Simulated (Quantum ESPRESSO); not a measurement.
A run of Quantum ESPRESSO 7.5 is set up as follows.

File pw.in:

```
&CONTROL
  calculation = 'scf'
  prefix = 'pwscf'
  outdir = './tmp'
  pseudo_dir = './pseudo'
  tprnfor = .true.
  tstress = .true.
  disk_io = 'low'
/
&SYSTEM
  ibrav = 0
  nat = 2
  ntyp = 2
  ecutwfc = 56
  ecutrho = 448
  nbnd = 21
  occupations = 'smearing'
  smearing = 'fd'
  degauss = 0.00367493
/
&ELECTRONS
  conv_thr = 4d-10
  electron_maxstep = 120
  mixing_beta = 0.3
/
ATOMIC_SPECIES
Co    58.9332 co_pbesol_v1.2.uspp.F.UPF
O     15.9990 o_pbesol_v1.2.uspp.F.UPF
CELL_PARAMETERS angstrom
   0.0000000000    2.1315000000    2.1315000000
   2.1315000000    0.0000000000    2.1315000000
   2.1315000000    2.1315000000    0.0000000000
ATOMIC_POSITIONS angstrom
Co     0.0000000000    0.0000000000    0.0000000000
O      2.1315000000    2.1315000000    2.1315000000
K_POINTS automatic
6 6 6 0 0 0
HUBBARD {ortho-atomic}
U Co-3d 5.3
```

The input nscf.in:

```
&CONTROL
  calculation = 'nscf'
  prefix = 'pwscf'
  outdir = './tmp'
  pseudo_dir = './pseudo'
  disk_io = 'low'
/
&SYSTEM
  ibrav = 0
  nat = 2
  ntyp = 2
  ecutwfc = 56
  ecutrho = 448
  nbnd = 21
  occupations = 'tetrahedra_opt'
/
&ELECTRONS
  conv_thr = 1d-08
  electron_maxstep = 120
  mixing_beta = 0.3
  startingwfc = 'random'
/
ATOMIC_SPECIES
Co    58.9332 co_pbesol_v1.2.uspp.F.UPF
O     15.9990 o_pbesol_v1.2.uspp.F.UPF
CELL_PARAMETERS angstrom
   0.0000000000    2.1315000000    2.1315000000
   2.1315000000    0.0000000000    2.1315000000
   2.1315000000    2.1315000000    0.0000000000
ATOMIC_POSITIONS angstrom
Co     0.0000000000    0.0000000000    0.0000000000
O      2.1315000000    2.1315000000    2.1315000000
K_POINTS automatic
9 9 9 0 0 0
HUBBARD {ortho-atomic}
U Co-3d 5.3
```

File projwfc.in:

```
&PROJWFC
  prefix = 'pwscf'
  outdir = './tmp'
  filpdos = 'p'
  Emin = -1
  Emax = 24
  DeltaE = 0.05
/
```

Potentials or basis: GBRV 1.5 PBEsol.

Launch:

```bash
$ OMP_NUM_THREADS=1 mpirun -n 2 pw.x -nk 2 -in pw.in > pw.out
$ OMP_NUM_THREADS=1 mpirun -n 2 pw.x -nk 2 -in nscf.in > nscf.out
$ OMP_NUM_THREADS=1 mpirun -n 1 projwfc.x -in projwfc.in > projwfc.out
```

**Question.** What does it give for the Loewdin charges?

**Answer.** Co +0.27; O -0.23 e.

**Question.** What does it give for the band gap on the k mesh?

**Answer.** None (metal or under the smearing width).

States per cell in windows of 1 eV (zero at the Fermi level; states under -8 eV left out):
| from (eV) | total | Co#1 d wfc3 | O#2 p wfc2 | Co#1 p wfc5 | Co#1 s wfc4 | O#2 s wfc1 | Co#1 s wfc1 |
| --- | --- | --- | --- | --- | --- | --- | --- |
| -8.0 | 1.40 | 0.24 | 0.82 | 0.20 | 0.12 | 0.02 | 0.00 |
| -7.0 | 1.35 | 0.40 | 0.73 | 0.17 | 0.03 | 0.01 | 0.00 |
| -6.0 | 2.69 | 0.94 | 1.61 | 0.10 | 0.02 | 0.00 | 0.00 |
| -5.0 | 0.99 | 0.62 | 0.34 | 0.02 | 0.00 | 0.00 | 0.00 |
| -4.0 | 3.59 | 2.99 | 0.55 | 0.02 | 0.02 | 0.01 | 0.00 |
| -3.0 | 1.54 | 1.12 | 0.38 | 0.01 | 0.02 | 0.00 | 0.00 |
| -2.0 | 0.00 | 0.00 | 0.00 | 0.00 | 0.00 | 0.00 | 0.00 |
| -1.0 | 1.07 | 0.98 | 0.05 | 0.01 | 0.01 | 0.02 | 0.00 |
| 0.0 | 2.09 | 1.69 | 0.27 | 0.04 | 0.03 | 0.06 | 0.00 |
| 1.0 | 0.84 | 0.59 | 0.21 | 0.01 | 0.01 | 0.01 | 0.00 |
| 2.0 | 0.06 | 0.00 | 0.01 | 0.01 | 0.02 | 0.02 | 0.00 |
| 3.0 | 0.12 | 0.00 | 0.03 | 0.03 | 0.03 | 0.03 | 0.00 |
| 4.0 | 0.24 | 0.01 | 0.05 | 0.09 | 0.04 | 0.05 | 0.00 |
| 5.0 | 0.42 | 0.01 | 0.08 | 0.18 | 0.07 | 0.07 | 0.00 |
| 6.0 | 0.60 | 0.01 | 0.09 | 0.19 | 0.23 | 0.06 | 0.00 |
| 7.0 | 0.41 | 0.01 | 0.05 | 0.15 | 0.16 | 0.03 | 0.00 |

Caveat: the k mesh is coarse (spacing up to 0.43 Å⁻¹), so the values aren't converged; an odd number of electrons without spin polarisation forces a metal; a magnetic or distorted state may lie lower; the run has no spin polarisation, though such a crystal can be magnetic; U without spin polarisation on a metal has little footing. Spin polarisation is off, so any magnetic state and its effect on volume and gap are missing.
